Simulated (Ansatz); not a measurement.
The system is TiCo.

```
Co Ti
1.0
     2.98611    0.00000    0.00000
     0.00000    2.98611    0.00000
     0.00000    0.00000    2.98611
Co Ti
1 1
Direct
  0.50000 0.50000 0.50000
  0.00000 0.00000 0.00000
```

The cell comes from a database or a generator and needn't be the stable form of this composition.

- Program: Ansatz 0.2.0
- Task: relaxation of cell and atoms
- Functional: revPBE
- Dispersion: D4
- Potentials or basis: Ansatz PAW
- Cutoff: 420 eV (not typed: the program's choice for these potentials)
- k mesh: 9 × 9 × 9
- Occupations: fermi-dirac, width 0.05 eV
- Spin: collinear spin, ferromagnetic start
- Starting moments: [2.0, 1.0] μB

At the start: volume 13.31 Å³/atom.

Problem. Where does the relaxation end?

Solution. It ends after 4 steps and the volume is 13.05 Å³/atom (-2.0 %); space group Pm-3m (No. 221, to 0.05 Å); moment 0.82 μB per cell.

The path:
| step | energy change (eV) | largest force (eV/Å) | volume (Å³) |
| --- | --- | --- | --- |
| 1 | 0.0000 | 0.0000 | 26.63 |
| 2 | -0.0055 | 0.0000 | 26.14 |
| 3 | -0.0056 | 0.0000 | 26.11 |
| 4 | -0.0053 | 0.0000 | 26.11 |

Final structure:
```
Co Ti
1.0
     2.96649    0.00000    0.00000
     0.00000    2.96649    0.00000
     0.00000    0.00000    2.96649
Co Ti
1 1
Direct
  0.50000 0.50000 0.50000
  0.00000 0.00000 0.00000
```

Caveat: the plane-wave basis is chosen anew once the cell has moved, so the energies of steps on either side of that aren't comparable; pairwise dispersion overbinds metals, which lowers pressure and volume; the PAW data sets come from PBE, with cores solved anew for the run's functional, which leaves a small shift of forces and pressure.
